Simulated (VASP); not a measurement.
Input of a VASP 6.6.1 run:

The input POSCAR:

```
C
1.0
    2.5221000000      0.0000000000      0.0000000000
   -1.2610500000      2.1842026709      0.0000000000
    0.0000000000      0.0000000000      8.2371000000
C
8
Direct
    0.6666666667      0.3333333333      0.8437500000
    0.3333333333      0.6666666667      0.3437500000
    0.6666666667      0.3333333333      0.6562500000
    0.3333333333      0.6666666667      0.1562500000
    0.0000000000      0.0000000000      0.9062500000
    0.0000000000      0.0000000000      0.4062500000
    0.0000000000      0.0000000000      0.5937500000
    0.0000000000      0.0000000000      0.0937500000
```

Contents of INCAR.step1:

```
PREC = Accurate
ENCUT = 520
EDIFF = 1E-5
ISMEAR = 0
SIGMA = 0.02
LREAL = F
LASPH = T
NELM = 80
ALGO = Normal
ISIF = 2
LWAVE = T
LCHARG = F
NBANDS = 26
GGA = PE
KPAR = 4
```

Contents of INCAR.step2:

```
PREC = Accurate
ENCUT = 520
EDIFF = 1E-7
ISMEAR = 0
SIGMA = 0.02
LREAL = F
LASPH = T
NELM = 80
ALGO = Normal
ISIF = 2
LWAVE = F
LCHARG = F
GGA = PE
LHFCALC = T
HFSCREEN = 0.2
PRECFOCK = Fast
NBANDS = 26
ISTART = 1
KPAR = 4
```

Contents of KPOINTS:

```
regular mesh
0
Gamma
  8 8 2
```

Contents of KPOINTS_OPT:

```
path GMKGALHA,LM,KH
12
line-mode
reciprocal
 0.0000000000  0.0000000000  0.0000000000  G
 0.5000000000  0.0000000000  0.0000000000  M

 0.5000000000  0.0000000000  0.0000000000  M
 0.3333333333  0.3333333333  0.0000000000  K

 0.3333333333  0.3333333333  0.0000000000  K
 0.0000000000  0.0000000000  0.0000000000  G

 0.0000000000  0.0000000000  0.0000000000  G
 0.0000000000  0.0000000000  0.5000000000  A

 0.0000000000  0.0000000000  0.5000000000  A
 0.5000000000  0.0000000000  0.5000000000  L

 0.5000000000  0.0000000000  0.5000000000  L
 0.3333333333  0.3333333333  0.5000000000  H

 0.3333333333  0.3333333333  0.5000000000  H
 0.0000000000  0.0000000000  0.5000000000  A

 0.5000000000  0.0000000000  0.5000000000  L
 0.5000000000  0.0000000000  0.0000000000  M

 0.3333333333  0.3333333333  0.0000000000  K
 0.3333333333  0.3333333333  0.5000000000  H
```

Potentials or basis: VASP PAW PBE potentials, release 64 (C).

Run with:

```console
$ cat potpaw_PBE.64/C/POTCAR > POTCAR
$ cp INCAR.step1 INCAR
$ mpirun -np 4 vasp_std > vasp.out
$ cp INCAR.step2 INCAR
$ mpirun -np 4 vasp_std > vasp.out
```

(1) Estimate the pressure.

(2) Estimate the band gap on the k mesh.

(3) Predict the largest force.

(4) Estimate the band gap along the path.

## Answers

(1) -6.8 GPa.

(2) 5.61 eV, indirect (least direct gap 6.56 eV).

(3) 0.334 eV/Å.

(4) 5.58 eV, indirect (least direct gap 6.56 eV).

Caveat: the PAW data sets were made with another functional, which shifts forces and pressure a little.
